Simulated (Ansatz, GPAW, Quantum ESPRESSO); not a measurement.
## One calculation of Ni3Ge, 3 ways

```
Ge Ni
1.0
     3.53033    0.00000    0.00000
     0.00000    3.53033    0.00000
     0.00000    0.00000    3.53033
Ge Ni
1 3
Cartesian
  0.0000 0.0000 0.0000
  1.7652 1.7652 0.0000
  0.0000 1.7652 1.7652
  1.7652 0.0000 1.7652
```

The cell comes from a database or a generator and needn't be the stable form of this composition.

Alike in all runs: task band structure; functional PBEsol; k mesh 8 × 8 × 8; occupations fermi-dirac, width 0.05 eV; collinear spin, ferromagnetic start; no spin-orbit coupling. Pressure is positive in compression and, in plane waves, holds the error of the finite cutoff.

```tsv
program and potentials	plane-wave cutoff (eV)	notes	pressure (GPa)	net moment per atom (μB)
Ansatz, all-electron LAPW, scalar-relativistic	-	-	-0.95	0.00
GPAW, PAW data sets generated for this functional	600	13 valence electrons an atom on average; this data set often lies off other programs	1.36	0.00
Quantum ESPRESSO, GBRV 1.5 PBEsol	612	17 valence electrons an atom on average	?	?
```

Q: Estimate from the other rows what the run with Quantum ESPRESSO, GBRV 1.5 PBEsol gave.

A: Pressure -1.19 GPa; net moment per atom 0.00 μB. The other rows, which needn't bracket it: pressure -0.95 to 1.36; net moment per atom 0.00.
